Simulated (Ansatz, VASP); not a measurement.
**Zn (ladder Zn chain): VASP beside Ansatz**

Wanted: the spread between two codes on one cell, functional and k mesh. The structure shown is the start of the Ansatz relaxation below; VASP solves that cell, so the two are compared at the walk's first step.

Method: plane waves, with VASP 6.6.1 beside it; single point at PBE, in Ansatz 0.2.0.

## 1. Set-up

The cell holds 2 atoms: 2 Zn. Its edges and angles: a = 9.000 Å, b = 7.500 Å, c = 2.388 Å, α = 90.0°, β = 90.0°, γ = 90.0°. Vacuum lies along a and b. The structure's axis is c.

## 2. Ansatz: relaxation, PBE

Ansatz runs on its default PAW (the set named soft_2) files.

The two programs are compared at the cell with which this relaxation starts, whose forces are those of its first step.

The input, input.yaml:

```yaml
crystal:
  lattice:
    - [9.0, 0.0, 0.0]
    - [0.0, 7.5, 0.0]
    - [0.0, 0.0, 2.38754]
  atoms:
    - { symbol: Zn, position: [0.386675556, 0.5, 0.0], spin: 0.5 }
    - { symbol: Zn, position: [0.613324444, 0.5, 0.5], spin: 0.5 }
magnetization:
  spin_polarized: true
kpoints:
  mp_grid: { grid: [1, 1, 34] }
scf:
  occupations: { method: fermi_dirac, width: 0.05 }
hamiltonian:
  xc: pbe
relax:
  cell: { fix: [a, b, alpha, beta, gamma] }
  max_steps: 60
```

Command:

```sh
> ansatz run input.yaml --threads 4 --pin off --max-ram 8192MiB --backend cpu --events-out ev --progress --plain --runs-dir out
```

Numbers of over 12 decimals in the logs are rounded to 6 here.

Output:

```text
Engine: ansatz 0.2.0, aarch64-unknown-linux-gnu
Pseudopotentials: kind: paw
Pseudopotential: Zn, paw, valence charge 12, recommended cutoff 420 eV (normal), Zn.paw.azcp
Functional definition: PBE
  parameter kappa = 0.804
  parameter beta = 0.066725
  exchange = pbe_x(kappa = kappa, mu = beta*pi^2/3)
  correlation = pbe_c(beta = beta)
Crystal: 2 atoms, lattice volume = 161.159 Å³
Basis set: ecut = 420 eV, 3097 PW (Γ), exchange–correlation on 128×108×32 points (8 copies of the dense FFT grid, shifted against one another)
Bands: 17, of which v1, the nominal top of the filled ones, is band 12 counted from 1 (11 counted from 0)
Symmetry: 8 space group operations
Space group: Pmma (ITA 51), of the structure as read, at distance tolerance 5.4e-5 Å
Magnetic group: BNS 51.289 (UNI 387), of the structure as read, at distance tolerance 5.4e-5 Å
k-points: 18 of 34
Non-local potential: Zn, projectors of the file, l = 0: 2, l = 1: 2, l = 2: 3, l = 3: 1
PAW form: soft (Blöchl's): semilocal exchange-correlation on the pseudo side does not see the compensation charge
PAW one-centre angular grid: Zn, 590 points (default); XC on 64 Gauss nodes
Initial density: superposition of atomic densities (neutral atoms: chi_scale 0, normalization atom)
Starting moments: Σ|m| = 1 μB on 2 of 2 sites
Initial wavefunctions: pseudopotential atomic-orbital guess
Functional: x = pbe(κ = 0.804, μ = 0.219515), c = pbe(β = 0.066725)
iter 1 solved again at ethr=2.42e-3 eV; its pass at ethr=3.10e-3 eV (dr2=5.81e-1 eV) is discarded
SCF iter   1: F=—  HF=-6636.319707 eV  |F-HF|=—  |Δ(HF+E_count)|=         —  Δρ=3.35e-2 (↑3.35e-2 ↓1.74e-2)  dr2=6.01e-1  dr2_m=8.92e-1  M=0.127 μB ∫|m|=0.128 μB  β_m=0.30  ethr=2.42e-3  ⟨swp⟩=1.0  Hψ=4453  notcnv=0
preconditioner: auto → LDOS  [metal: Δε(μ)=0.103 eV  Ē_g=10.200 eV  σ=0.050 eV  W_gap=0.47  n_scr=20 (ndim 8)  ℏωp=14.3 eV  f_vac=0.647  D(μ)=1.04/eV (n_scr^D=4)]
spin=Collinear: LDOS preconditioning applied to the charge; magnetization (m = ρ↑ − ρ↓) channel mixes plain (no charge-response kernel on spin).
SCF iter   2: F=—  HF=-6636.216078 eV  |F-HF|=—  |Δ(HF+E_count)|=   1.04e-1  Δρ=1.95e-2 (↑1.95e-2 ↓1.67e-2)  dr2=1.25e-1  dr2_m=4.61e-1  M=0.089 μB ∫|m|=0.089 μB  β_m=0.30  ethr=2.42e-3  ⟨swp⟩=2.0  Hψ=1201  notcnv=0
SCF iter   3: F=—  HF=-6636.214422 eV  |F-HF|=—  |Δ(HF+E_count)|=   1.66e-3  Δρ=1.33e-2 (↑1.33e-2 ↓1.25e-2)  dr2=3.34e-2  dr2_m=2.36e-1  M=0.060 μB ∫|m|=0.061 μB  β_m=0.30  ethr=5.23e-4  ⟨swp⟩=2.0  Hψ=1037  notcnv=0  defer=14
SCF iter   4: F=—  HF=-6636.225103 eV  |F-HF|=—  |Δ(HF+E_count)|=   1.07e-2  Δρ=9.34e-3 (↑8.86e-3 ↓9.34e-3)  dr2=4.88e-3  dr2_m=1.21e-1  M=0.042 μB ∫|m|=0.043 μB  β_m=0.30  ethr=1.39e-4  ⟨swp⟩=2.8  Hψ=1174  notcnv=0  defer=18
SCF iter   5: F=—  HF=-6636.234062 eV  |F-HF|=—  |Δ(HF+E_count)|=   8.96e-3  Δρ=6.57e-3 (↑6.33e-3 ↓6.57e-3)  dr2=4.31e-4  dr2_m=6.12e-2  M=0.034 μB ∫|m|=0.035 μB  β_m=0.30  ethr=2.03e-5  ⟨swp⟩=2.2  Hψ=1186  notcnv=0  defer=18
SCF iter   6: F=—  HF=-6636.237556 eV  |F-HF|=—  |Δ(HF+E_count)|=   3.49e-3  Δρ=4.73e-3 (↑4.47e-3 ↓4.73e-3)  dr2=2.44e-4  dr2_m=3.11e-2  M=0.027 μB ∫|m|=0.027 μB  β_m=0.30  ethr=1.80e-6  ⟨swp⟩=2.4  Hψ=857  notcnv=0  defer=18
SCF iter   7: F=—  HF=-6636.239539 eV  |F-HF|=—  |Δ(HF+E_count)|=   1.98e-3  Δρ=3.30e-3 (↑3.30e-3 ↓3.24e-3)  dr2=6.31e-6  dr2_m=1.58e-2  M=0.022 μB ∫|m|=0.022 μB  β_m=0.30  ethr=1.02e-6  ⟨swp⟩=2.1  Hψ=1102  notcnv=0  defer=18
Mixer restart at iter 7: flushing history
spin-set hold released at iteration 7 (site moments contracting): the magnetisation degrees of freedom join the quasi-Newton model from the next iteration; the mixer history was flushed
SCF iter   8: F=—  HF=-6636.240415 eV  |F-HF|=—  |Δ(HF+E_count)|=   8.76e-4  Δρ=2.36e-3 (↑2.36e-3 ↓2.31e-3)  dr2=3.90e-6  dr2_m=8.03e-3  M=0.017 μB ∫|m|=0.018 μB  β_m=0.65  ethr=2.63e-8  ⟨swp⟩=2.0  Hψ=1038  notcnv=0  defer=18
[...]
the starting moments were not kept: the SCF closed with an absolute magnetisation of 6.5e-5 μB, where they sum to 1 μB in size (2 sites). That is at most 0.1 of that sum. Measured as dr2_m measures the in/out step, that magnetisation stands 1.6e-10 eV from none, at or under the dr2_threshold of 9.9e-8 eV: it is no larger than a step whose dr2_m would equal this threshold.
SCF 6 converged in 9 iterations: F = -6636.511750 eV  dr2 = 1.23e-10
relax step   6: F+E_penalty+E_count = -6636.51174954 eV  Δ(F+E_penalty+E_count) = -5.468e-4 eV  max|allowed force component| = 1.629e-3 eV/Å  Δτ_max = 0.0146 Å  P = +0.076 GPa  Ω = 167.869 Å³  energy of the carried Pulay correction = -9.094e-4 eV  fix = [a, b, alpha, beta, gamma]  reactions: a +0.166, b +0.063 GPa  (9 SCF iters, dr2 threshold 9.88e-8 eV, accepted)
Basis set: ecut = 420 eV, 3283 PW (Γ), exchange–correlation on 128×108×36 points (8 copies of the dense FFT grid, shifted against one another)
Initial wavefunctions: pseudopotential atomic-orbital guess (no wavefunctions were taken with the density)
[...]
preconditioner: auto → LDOS  [metal: Δε(μ)=0.026 eV  Ē_g=9.966 eV  σ=0.050 eV  W_gap=0.13  n_scr=20 (ndim 8)  ℏωp=14.0 eV  f_vac=0.630  D(μ)=2.34/eV (n_scr^D=10)]
spin=Collinear: LDOS preconditioning applied to the charge; magnetization (m = ρ↑ − ρ↓) channel mixes plain (no charge-response kernel on spin).
[...]
SCF iter   8: F=—  HF=-6636.512463 eV  |F-HF|=—  |Δ(HF+E_count)|=   2.49e-7  Δρ=5.85e-7 (↑5.81e-7 ↓5.85e-7)  dr2=8.96e-9  dr2_m=5.47e-13  M=0.000 μB ∫|m|=0.000 μB  β_m=0.92  ethr=8.17e-10  ⟨swp⟩=1.8  Hψ=663  notcnv=0
SCF iter   9: F=—  HF=-6636.512463 eV  |F-HF|=—  |Δ(HF+E_count)|=  9.30e-10  Δρ=8.44e-8 (↑7.96e-8 ↓8.44e-8)  dr2=1.57e-10  dr2_m=3.01e-13  M=0.000 μB ∫|m|=0.000 μB  β_m=0.89  ethr=3.73e-11  ⟨swp⟩=2.0  Hψ=700  notcnv=0
SCF iter  10: F=—  HF=-6636.512427 eV  |F-HF|=—  |Δ(HF+E_count)|=   3.59e-5  Δρ=3.28e-7 (↑3.25e-7 ↓3.28e-7)  dr2=3.47e-9  dr2_m=1.74e-13  M=0.000 μB ∫|m|=0.000 μB  β_m=0.89  ethr=1.00e-12  ⟨swp⟩=4.1  Hψ=1482  notcnv=0
SCF iter  11: F=—  HF=-6636.512427 eV  |F-HF|=—  |Δ(HF+E_count)|=  5.05e-10  Δρ=3.31e-7 (↑3.28e-7 ↓3.31e-7)  dr2=3.45e-9  dr2_m=1.70e-13  M=0.000 μB ∫|m|=0.000 μB  β_m=0.94  ethr=1.00e-12  ⟨swp⟩=1.3  Hψ=622  notcnv=0
SCF iter  12: F=—  HF=-6636.512427 eV  |F-HF|=—  |Δ(HF+E_count)|=  6.98e-10  Δρ=4.39e-7 (↑4.37e-7 ↓4.39e-7)  dr2=6.10e-9  dr2_m=1.41e-13  M=0.000 μB ∫|m|=0.000 μB  β_m=0.97  ethr=1.00e-12  ⟨swp⟩=2.0  Hψ=698  notcnv=0
SCF iter  13: F=—  HF=-6636.512427 eV  |F-HF|=—  |Δ(HF+E_count)|=   2.42e-9  Δρ=9.97e-8 (↑9.97e-8 ↓9.46e-8)  dr2=1.19e-10  dr2_m=1.57e-13  M=0.000 μB ∫|m|=0.000 μB  β_m=0.81  ethr=1.00e-12  ⟨swp⟩=2.4  Hψ=1096  notcnv=0
SCF iter  14: F=—  HF=-6636.512427 eV  |F-HF|=—  |Δ(HF+E_count)|=  1.11e-10  Δρ=1.27e-7 (↑1.21e-7 ↓1.27e-7)  dr2=3.49e-10  dr2_m=1.25e-13  M=0.000 μB ∫|m|=0.000 μB  β_m=0.62  ethr=1.00e-12  ⟨swp⟩=2.0  Hψ=1059  notcnv=0  recentre
SCF iter  15: F=—  HF=-6636.512427 eV  |F-HF|=—  |Δ(HF+E_count)|=  3.64e-11  Δρ=7.14e-8 (↑7.14e-8 ↓7.00e-8)  dr2=1.41e-10  dr2_m=8.22e-14  M=0.000 μB ∫|m|=0.000 μB  β_m=0.81  ethr=1.00e-12  ⟨swp⟩=3.1  Hψ=1076  notcnv=0
SCF iter  16: F=—  HF=-6636.512427 eV  |F-HF|=—  |Δ(HF+E_count)|=  7.46e-11  Δρ=3.36e-8 (↑3.36e-8 ↓3.24e-8)  dr2=3.10e-11  dr2_m=5.53e-14  M=0.000 μB ∫|m|=0.000 μB  β_m=0.91  ethr=1.00e-12  ⟨swp⟩=1.3  Hψ=628  notcnv=0
SCF iter  17: F=-6636.512427 eV  HF=-6636.512427 eV  |F-HF|=5.46e-12  |Δ(HF+E_count)|=  1.27e-11  Δρ=1.49e-8 (↑1.49e-8 ↓1.43e-8)  dr2=5.89e-12  dr2_m=2.64e-14  M=0.000 μB ∫|m|=0.000 μB  ethr=1.00e-12  ⟨swp⟩=4.9  Hψ=2141  notcnv=0
the starting moments were not kept: the SCF closed with an absolute magnetisation of 2.6e-6 μB, where they sum to 1 μB in size (2 sites). That is at most 0.1 of that sum. Measured as dr2_m measures the in/out step, that magnetisation stands 2.5e-13 eV from none, at or under the dr2_threshold of 2.0e-11 eV: it is no larger than a step whose dr2_m would equal this threshold.
SCF 7 converged in 17 iterations: F = -6636.512427 eV  dr2 = 5.89e-12
relax step   7: F+E_penalty+E_count = -6636.51242704 eV  Δ(F+E_penalty+E_count) = -6.775e-4 eV  max|allowed force component| = 1.789e-3 eV/Å  Δτ_max = 0.0000 Å  P = +0.069 GPa  Ω = 167.869 Å³  fix = [a, b, alpha, beta, gamma]  reactions: a +0.160, b +0.057 GPa  stress off target by 1.02e-2 GPa on what of the cell is left free  SCF on the basis re-selected at this cell (its energy is not comparable with the rows above)  (17 SCF iters)
basis re-selected at this cell: Δ(F+E_penalty+E_count) = -6.775e-4 eV, ΔP = -0.007 GPa vs the last step (what re-selecting the basis moved, of the pressure what is left beyond the Pulay correction that the steps carried, after the strain that the cell walked since its last selection, with what the two solves' SCF thresholds leave and, on support functions, any second-order correction that the steps lacked; it is no measure of the basis error at this ecutwfc). The dense FFT grid was sized anew with the basis: this SCF ran on 64×54×18 points, the steps before it on 64×54×16, so part of this shift can come from that change (see relax.cell in the input reference). [rest of the remark cut]
SCF converged after 17 iterations
Magnetization: 0.0000 μB (12.0000 up, 12.0000 down)
Absolute magnetization: 0.0000 μB (∫|ρ↑−ρ↓|, with the PAW one-centre terms)
Spin contamination: 0.0000 ħ² per cell (⟨S²⟩ above its minimum at these occupations)
Per-site moments (μB) at R_I (Å): [(1.552223313193326e-7, 1.025865), (1.5522233130856298e-7, 1.025865)]
Free energy (F): -6636.512427 eV
Harris-Foulkes:  -6636.512427 eV  (|F-HF|=5.46e-12)
Internal energy: -6636.494415 eV  (E = F + TS)
E sigma→0 (E₀):  -6636.503421 eV
Entropy (-TS):   -0.018012 eV (-9.006 meV/atom)
Fermi energy:    -0.907672 eV
--- Per-component energies (eV) ---
  E_band       = -179.245635
  E_kinetic    = 259.835073
  E_local      = -6958.375728  (includes V_loc(G=0)·N_el)
  E_nonlocal   = 1221.591643
  E_hartree    = 3091.033403
  E_xc         = -272.535954
  E_vxc        = -100.869280  (∫ρ·V_xc dr)
  E_paw        = -3649.503294  (= ΣΔE_a)
  E_vpaw       = -783.493458  (= ΣTr[D̂ρ^β])
  E_aug_tail   = -0.000708  (compensation charges beyond the density's cutoff)
  E_ewald      = -328.538849
  E_smearing   = -0.018012  (= −TS)
  E_closure    = 0.000000  (closes the sum)
  Σ components = -6636.512427   (vs F -6636.512427, Δ=0.00e0)
--- Forces (eV/Å), atoms counted from 1 ---
  atom   1  Zn     0.00178852     0.00000000     0.00000000
  atom   2  Zn    -0.00178852     0.00000000     0.00000000
  max |Σ_I F_I| component: 4.34e-19 eV/Å
--- Stress (GPa, compression-positive) ---
        0.160429       0.000000       0.000000
        0.000000       0.057339       0.000000
        0.000000       0.000000      -0.010171
  P = ⅓ Tr σ = 0.0692 GPa (0.692 kbar)
--- Relaxed structure (6 steps of the walk, 6 accepted, 1 SCFs on fresh bases) ---
  F+E_penalty+E_count = -6636.51242704 eV   max|allowed force component| = 1.789e-3 eV/Å   (the final SCF, on the basis selected at the relaxed cell)
  cell:  # Å, volume = 167.8688 Å³
    - [9.0, 0.0, 0.0]
    - [0.0, 7.5, 0.0]
    - [0.0, 0.0, 2.486945]
  atoms:
    - { symbol: Zn, position: [0.364341, 0.5, 0.0] }
    - { symbol: Zn, position: [0.635659, 0.5, 0.5] }
```

## 3. VASP: single point, PBE, start cell

The same cell, functional, mesh and smearing now go to VASP, with its own data sets.

Lines of VASP's logs that name or quote its potential files are left out, and so is its time.

The input, INCAR:

```
SYSTEM = Zn
PREC = Accurate
ENCUT = 400
EDIFF = 1E-06
NELM = 200
ISMEAR = -1
SIGMA = 0.05
LREAL = .FALSE.
ALGO = Normal
GGA = PE
NBANDS = 19
ISPIN = 2
MAGMOM = 0 0
LORBIT = 11
LWAVE = .FALSE.
LCHARG = .FALSE.
ISIF = 2
LASPH = .TRUE.
GGA_COMPAT = .FALSE.
```

The input, POSCAR:

```
Zn
1.0
    9.0000000000      0.0000000000      0.0000000000
    0.0000000000      7.5000000000      0.0000000000
    0.0000000000      0.0000000000      2.3875400000
Zn
2
Direct
    0.3866755556      0.5000000000      0.0000000000
    0.6133244444      0.5000000000      0.5000000000
```

The input, KPOINTS:

```
Automatic mesh
0
Gamma
1 1 34
0 0 0
```

PAW data sets: Zn (PBE family, release 64).

Command:

```sh
> mpirun -np 1 vasp_std
```

Output:

```text
[banner, memory and clock lines left out]
running    1 mpi-ranks, on    1 nodes
 distrk:  each k-point on    1 cores,    1 groups
 distr:  one band on    1 cores,    1 groups

 POSCAR found type information on POSCAR Zn
 POSCAR found :  1 types and       2 ions
 LDA part: xc-table for (Slater+PW92), standard interpolation
 POSCAR, INCAR and KPOINTS ok, starting setup
 FFT: planning ... GRIDC
 FFT: planning ... GRID_SOFT
 FFT: planning ... GRID
 WAVECAR not read
 entering main loop
       N       E                     dE             d eps       ncg     rms          rms(c)
DAV:   1     0.996191297441E+02    0.99619E+02   -0.93089E+03  1384   0.934E+02
DAV:   2     0.473733768798E+01   -0.94882E+02   -0.93419E+02  1453   0.228E+02
DAV:   3    -0.498128385558E+00   -0.52355E+01   -0.52230E+01  1551   0.663E+01
DAV:   4    -0.543068973962E+00   -0.44941E-01   -0.44934E-01  1456   0.654E+00
DAV:   5    -0.543433943560E+00   -0.36497E-03   -0.36497E-03  1539   0.444E-01    0.400E+00
DAV:   6    -0.407234468594E+00    0.13620E+00   -0.56075E-01  1615   0.123E+01    0.255E+00
DAV:   7    -0.393321224644E+00    0.13913E-01   -0.58216E-02  1456   0.211E+00    0.930E-01
DAV:   8    -0.391698459320E+00    0.16228E-02   -0.59968E-03  1519   0.839E-01    0.146E-01
DAV:   9    -0.391676710681E+00    0.21749E-04   -0.15444E-03  1406   0.318E-01    0.572E-02
DAV:  10    -0.391657984925E+00    0.18726E-04   -0.11548E-04  1449   0.956E-02    0.202E-02
DAV:  11    -0.391707815359E+00   -0.49830E-04   -0.10933E-04  1395   0.484E-02    0.114E-02
DAV:  12    -0.391780320101E+00   -0.72505E-04   -0.89544E-06  1386   0.267E-02    0.597E-03
DAV:  13    -0.391850680074E+00   -0.70360E-04   -0.94019E-06  1216   0.121E-02    0.320E-03
DAV:  14    -0.391856383758E+00   -0.57037E-05   -0.40980E-07  1162   0.483E-03    0.215E-03
DAV:  15    -0.391864310935E+00   -0.79272E-05   -0.96638E-07  1128   0.410E-03    0.503E-04
DAV:  16    -0.391865196492E+00   -0.88556E-06   -0.96163E-08  1152   0.186E-03
   1 F= -.39186520E+00 E0= -.38748517E+00  d E =-.876004E-02  mag=     0.0000
```

(Part 1 of 2 ends here.)

[Lines on the potential files, build, host, timing and source positions are cut from VASP's logs without a mark.]

[Logs are printed without paths, hosts, clocks, repeated set-up lines and the standing remarks that a program may print on its own settings, such as how far it seeks lower states.]

[Hosts, paths, dates, database ids (printed as entryN), source tags and the programs' standing remarks are cut or masked in the printed files.]
